How much of an expensive calculation can be inferred from its neighbours? The crystal here is lead oxide in a hypothetical wurtzite form, not one of the layered forms in which PbO is known. For each state the table sets a PBE level beside the level that a GW calculation makes of it. Three states at the point (0, 1/3, 0) are left open, and the other rows have to supply their levels.

One-shot G0W0 levels of wurtzite PbO (a = 4.197, c = 5.622 Å, relaxed with r2SCAN), computed from PBE with Ansatz 0.2.0, plane-wave PAW, without spin polarisation. The wave cutoff is 420 eV, the k mesh 6×6×2, the screening cutoff 80 eV, with 139 empty bands. Kohn–Sham and quasiparticle levels are each counted from their own valence top.

```
band  a (fraction of the reciprocal vector)  b (fraction of the reciprocal vector)  c (fraction of the reciprocal vector)  kohn sham level (eV)  quasiparticle level (eV)  exchange less vxc (eV)  correlation (eV)
  v2                                      0                                 0.3333                                      0                     ?                         ?                       ?                 ?
  v1                                      0                                 0.3333                                      0                     ?                         ?                       ?                 ?
  c1                                      0                                 0.3333                                      0                     ?                         ?                       ?                 ?
  c2                                      0                                 0.3333                                      0                 3.728                     4.039                   3.986            -3.583
  v2                                      0                                 0.3333                                   -0.5                -0.782                    -0.931                  -3.152             3.096
  v1                                      0                                 0.3333                                   -0.5                -0.782                    -0.931                  -3.152             3.096
  c1                                      0                                 0.3333                                   -0.5                 2.035                     2.272                   3.290            -2.960
  c2                                      0                                 0.3333                                   -0.5                 2.035                     2.272                   3.290            -2.960
  v2                                      0                                -0.5000                                      0                -0.977                    -1.090                  -3.334             3.314
  v1                                      0                                -0.5000                                      0                -0.817                    -1.060                  -2.613             2.462
  c1                                      0                                -0.5000                                      0                 2.135                     2.435                   3.077            -2.685
  c2                                      0                                -0.5000                                      0                 3.452                     3.729                   3.866            -3.496
  v2                                      0                                -0.5000                                   -0.5                -0.668                    -0.856                  -2.731             2.636
  v1                                      0                                -0.5000                                   -0.5                -0.668                    -0.856                  -2.731             2.636
  c1                                      0                                -0.5000                                   -0.5                 1.863                     2.170                   3.020            -2.621
  c2                                      0                                -0.5000                                   -0.5                 1.863                     2.170                   3.020            -2.621
  v2                                 0.1667                                 0.1667                                   -0.5                -0.768                    -0.872                  -3.359             3.348
  v1                                 0.1667                                 0.1667                                   -0.5                -0.768                    -0.872                  -3.359             3.348
  c1                                 0.1667                                 0.1667                                   -0.5                 2.211                     2.405                   3.481            -3.194
  c2                                 0.1667                                 0.1667                                   -0.5                 2.211                     2.405                   3.481            -3.194
  v2                                 0.1667                                 0.3333                                      0                -0.717                    -0.761                  -3.344             3.393
  v1                                 0.1667                                 0.3333                                      0                -0.430                    -0.514                  -2.814             2.822
  c1                                 0.1667                                 0.3333                                      0                 2.509                     2.761                   3.385            -3.040
  c2                                 0.1667                                 0.3333                                      0                 3.674                     3.959                   3.957            -3.579
```

The labels count bands away from the gap: v1 is the highest filled band and v2 the next below, c1 is the lowest empty band and c2 the next above. The Kohn–Sham level is measured from the PBE valence top, the quasiparticle level from the GW valence top. Their difference is called the correction below. It says how far a state moves relative to the top of the filled bands.

The first stretch, at (0, 1/3, 0), offers only c2, but this one row shows how a correction arises. GW replaces the PBE exchange-correlation potential, vxc, by exact exchange and a correlation term. Exchange less vxc pushes c2 up by about 4.0 eV, and correlation pulls it down by about 3.6 eV. The correction of 0.31 eV is what survives of two much larger effects, after a small shift of the reference level that the next stretch explains.

Both effects have a plain origin. Exact exchange with the filled orbitals lowers every state, but it lowers the filled states here much more, since they belong to that set themselves. PBE uses one local potential for all states and blurs this distinction. Exact exchange therefore puts the filled states lower than PBE does and the empty ones higher. Bare exchange alone would therefore open the gap far too wide, because it treats the other electrons as frozen.

Correlation lets them respond. A simpler system that shows the sign is a benzene molecule brought from vacuum to a metal surface. When an electron is taken from the molecule or added to it, the metal's electrons rearrange and stabilise the charge, so the filled levels rise and the empty ones fall. The correlation column has these signs in every known row, positive for v and negative for c. The analogy ends there: in the crystal the responding electrons belong to the same bands as the state itself, and the strength of the response can differ from orbital to orbital.

The next stretch, (0, 1/3, −1/2), shows filled and empty states side by side. Here v1 and v2 coincide, as do c1 and c2, because the symmetry of the crystal demands it; each such pair counts as one piece of evidence. The state c1 also shows how the columns add up:

2.035 + 3.290 − 2.960 = 2.365 eV

The quasiparticle level is 2.272 eV, lower by 0.093 eV. The same difference, within rounding, appears in every known row. It is the upward shift of the valence top itself, which is taken off when GW levels are counted from their own top. The two terms enter in full, with no renormalisation factor, because the correlation is already taken at the quasiparticle energy.

At (0, −1/2, 0) the filled pair is split, and it does something that no rigid shift could do. In PBE v1 lies 0.16 eV above v2; in GW only 0.03 eV remain. Exchange lowers v2 by 0.72 eV more than v1, but correlation raises it by 0.85 eV more. So the state with the stronger exchange also has the stronger response, and the response wins. The two orbitals probably differ in their shares of lead and oxygen, but that is a guess, since no projection onto atoms tests it.

The two stretches that follow, (0, −1/2, −1/2) and (1/6, 1/6, −1/2), compare empty states of similar energy. Their c1 levels differ by only 0.35 eV in PBE, yet the first rises by 0.31 eV and the second by 0.19 eV. These are nearly the extremes of all the known empty states. The height of an empty level therefore says little about its correction. Spin–orbit coupling, which is strong in the Pb 6p states that usually form the lower conduction bands of lead(II) oxide, is left out and could shift these levels and split the pairs.

The last stretch, (1/6, 1/3, 0), holds the known filled state closest in energy to the valence top, v1 at −0.43 eV. Its correction is small, −0.08 eV, and at the valence top itself the correction must vanish. That suggests a stretch of the filled bands, with deeper states lowered more. But v2 at the same point lies deeper and is lowered by only 0.04 eV, the least of all known filled states.

The known rows thus allow two simple descriptions. The first gives all empty states one constant correction and all filled states another. Fitted by least squares to 15 known levels, with each degenerate pair counted once, the constants are simply the two averages: +0.27 eV for empty states and −0.13 eV for filled ones. Most of the second is the 0.09 eV rise of the valence top, from which the levels are counted. When each level is predicted from the others, the typical error is 0.06 eV.

The second description concerns the filled states only and makes their correction proportional to the PBE level. Fitted to the seven known filled levels, the factor is 18 %. This form vanishes at the valence top, as it must, which a constant cannot do. Yet both forms miss the known filled levels by the same typical 0.06 eV, so the fit gives no reason to prefer either.

For the corrections of the open states, the constants give these forecasts:

c1: +0.27 ± 0.10 eV
v1 and v2: −0.13 ± 0.15 eV each

The proportional form can speak only once the PBE levels are known. It then predicts 18 % of the PBE level, within 0.12 eV. Should v1 turn out to be the valence top itself, its correction would be zero by definition and would count as no success.

The levels themselves are harder to forecast, because the PBE level must be guessed first. The guess is the average of the same band at (0, −1/2, 0) and (1/6, 1/3, 0), each one mesh step away. For c1 the whole estimate reads:

PBE: (2.135 + 2.509) / 2 = 2.322 eV
GW: 2.322 + 0.27 = 2.59 eV

Both neighbours lie farther from the zone centre than the open point, so this is partly an extrapolation. The known c2 serves as a control, and there the average is 0.17 eV too low. The ranges are therefore wide:

v2: PBE −0.85 ± 0.5 eV, GW −1.0 ± 0.5 eV
v1: PBE −0.6 eV (from −1.2 to 0), GW −0.75 eV (from −1.35 to 0)
c1: PBE 2.3 ± 0.5 eV, GW 2.6 ± 0.5 eV

The withheld rows as computed:

```
band  a (fraction of the reciprocal vector)  b (fraction of the reciprocal vector)  c (fraction of the reciprocal vector)  kohn sham level (eV)  quasiparticle level (eV)  exchange less vxc (eV)  correlation (eV)
  v2                                      0                                 0.3333                                      0                -1.301                    -1.419                  -3.736             3.711
  v1                                      0                                 0.3333                                      0                -1.010                    -1.214                  -2.891             2.780
  c1                                      0                                 0.3333                                      0                 2.416                     2.639                   3.340            -3.024
```

All the computed values fall inside their ranges, but the quality of the hits differs. The corrections are the good part. The state c1 rises by 0.22 eV, v1 falls by 0.20 eV and v2 by 0.12 eV. The largest miss of the constants is 0.07 eV, for v1, and none of these three states had a part in the fit.

The filled levels are the poor part. In PBE v2 lies 0.45 eV and v1 0.39 eV below the average of the neighbours, so v2 comes close to the lower edge of its range. The GW forecasts are too high by 0.44 and 0.46 eV, almost the same amounts. Most of the error was made in guessing the PBE band; the constant correction added only 0.07 eV to it for v1.

This contrast has a likely physical reason, though the table cannot prove it. A PBE level depends on how the orbitals of neighbouring atoms combine, and that changes from one wave vector to the next as their relative phases change. The correction depends mainly on where the electron's charge sits and how the surroundings respond to it, which usually varies less. The known c1 levels fit this picture: they spread over 0.65 eV in PBE, while their corrections spread over only 0.11 eV. For the known filled levels the contrast is weaker, 0.55 eV against 0.20 eV.

For c1 the GW level was forecast to within 0.05 eV, which looks better than it is. The PBE guess was 0.09 eV too low and the correction 0.05 eV too large, so the two errors partly cancelled. The fair measure of the method is the correction alone.

The proportional form has a mixed result. With the PBE levels in hand, it misses v1 by only 0.03 eV but v2 by 0.11 eV, just inside the stated margin. More telling is the order: it demands that the deeper v2 be lowered more than v1, and the calculation finds the reverse.

The same reversal occurs at each of the three points where the filled pair is split. The gap between v1 and v2 shrinks from 0.16 to 0.03 eV at (0, −1/2, 0), from 0.29 to 0.25 eV at (1/6, 1/3, 0), and from 0.29 to 0.21 eV at the newly opened point. A stretch would widen all three. Depth below the valence top is therefore the wrong guide within a pair. In all three pairs the lower state has both the stronger exchange and the stronger correlation, and correlation wins the difference.

The size of the corrections belongs to these settings. The finite number of bands and the screening cutoff leave the GW gap short of the basis limit, and no convergence series for this crystal shows by how much. In the data makers' tests on other systems the median shortfall was 6 to 9 %. If that held here, it would be 0.1 to 0.2 eV for a gap near 2 eV, comparable with the corrections themselves. The forecast shows that corrections carry over from state to state within one calculation, not that they are converged. Lead oxide serves as a photoconductor in its known forms, and the levels of this hypothetical crystal are no design data for that use.

For this crystal the practical rule is to compute the PBE level at the wave vector of interest and not to guess it from neighbours on so coarse a mesh. To it one may add the average correction for its side of the gap, with an error of up to about 0.1 eV, in the rows shown, against the full GW result at the same settings. At the valence top itself the correction is zero by definition, and the average must not be used. Where the question turns on two filled bands a few tenths of an electronvolt apart, that average is too coarse, and both states need a GW calculation of their own.
